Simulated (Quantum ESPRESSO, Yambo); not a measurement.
An input for Yambo 5.3.0 (HfS2 (1T monolayer)):

```
optics
bss
bse
em1s
dipoles
rim_cut
rim_w
RandQpts= 3000000
RandGvec= 100 RL
CUTGeo= "slab z"
RandGvecW= 9 RL
Chimod= "HARTREE"
BSKmod= "SEX"
BSEmod= "resonant"
BSSmod= "d"
BSENGexx= 30 Ry
BSENGBlk= 6 Ry
% BSEQptR
 1 | 1 |
%
% BSEBands
 7 | 18 |
%
% BEnRange
 0 | 9 | eV
%
% BDmRange
 0.1 | 0.1 | eV
%
BEnSteps= 181
% BLongDir
 1 | 0 | 0 |
%
% BndsRnXs
 1 | 70 |
%
NGsBlkXs= 6 Ry
% LongDrXs
 1 | 1 | 0 |
%
% KfnQP_E
 1.888 | 1.0 | 1.0 |
%
WRbsWF
```

```sh
OMP_NUM_THREADS=1 mpirun -n 8 yambo -F bse2.in -J bse2 -C bse2 > bse2.log
```

The stored states that it reads are on a 6×6×1 mesh. The cell holds 3 atoms: 1 Hf and 2 S. Cell: a = 3.650 Å, b = 3.650 Å, c = 16.000 Å, α = 90.0°, β = 90.0°, γ = 120.0°. Vacuum lies along c.

**Question.** Estimate wall time and host memory on 8 MPI ranks of Arm Neoverse V1, shared host.

It took 63 s; on shared hardware allow 31 s to 2.1 min. Peak host memory was 4.1 GiB.

The kernel grows as the square of the matrix size, and full diagonalisation as its cube.

[Paths, hosts, dates, memory and timing lines, banners, echoed tables and standing remarks are left out of the program output.]

[Logs are printed without paths, hosts, clocks, repeated set-up lines and the standing remarks that a program may print on its own settings, such as how far it seeks lower states.]

[Runs of the session that timed out or met a known fault of the program may be left out.]

[Hosts, paths, dates, database ids (printed as entryN), source tags and the programs' standing remarks are cut or masked in the printed files.]
